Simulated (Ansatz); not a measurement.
MgS (started from an entry of an open crystallographic database) (r2SCAN geometry), in Ansatz:

```
CELL_PARAMETERS angstrom
0.00000 2.60152 2.60152
2.60152 0.00000 2.60152
2.60152 2.60152 0.00000
ATOMIC_POSITIONS crystal
Mg 0.00000 0.00000 0.00000
S 0.50000 0.50000 0.50000
```

G0W0@PBE with 193 empty bands, a screening cutoff of 180 eV and a 6×6×6 mesh (PAW, contour deformation) gives 4.246 eV over the mesh points, from a PBE gap of 2.788 eV; it sums over 201 bands with 181 plane waves in the screening and a wave cutoff of 420 eV. No extrapolation in bands, cutoff or mesh was made for G0W0. No spin polarisation and no zero-point or thermal motion.

**Question.** Estimate the gap with starting point PBE0.

**Answer.** 4.923 eV (+0.677 eV), from a Kohn-Sham gap of 4.529 eV.

**Question.** Estimate the gap with frequency model Godby-Needs pole.

**Answer.** 4.214 eV (-0.032 eV), from a Kohn-Sham gap of 2.788 eV.
